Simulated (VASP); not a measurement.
Here is a VASP 6.6.1 calculation.

The input INCAR:

```
  PREC = Accurate
  ENCUT = 520
  EDIFF = 1E-6
  ISMEAR = 0
  SIGMA = 0.1
  LREAL = False
  LASPH = True
  NELM = 100
  ALGO = Normal
  ISIF = 2
  LWAVE = False
  LCHARG = False
  GGA = PS
  NBANDS = 12
```

File KPOINTS:

```
Automatic mesh
0
Gamma
  16 16 16
```

POSCAR

```
Tl
1.0
   -1.9253552247      1.9253552247      1.9253552247
    1.9253552247     -1.9253552247      1.9253552247
    1.9253552247      1.9253552247     -1.9253552247
Tl
1
Direct
    0.0000000000      0.0000000000      0.0000000000
```

Potentials or basis: VASP PAW PBE potentials, release 64 (Tl_d).

Launch:

```console
$ cat potpaw_PBE.64/Tl_d/POTCAR > POTCAR
$ mpirun -np 1 vasp_std > vasp.out
```

Problem. Predict the pressure.

Solution. -0.1 GPa.

Problem. Estimate the band gap on the k mesh.

Solution. None (metal or under the smearing width).

Caveat: the PAW data sets were made with another functional, which shifts forces and pressure a little. The run has no spin-orbit coupling, so splittings on Tl are missing.
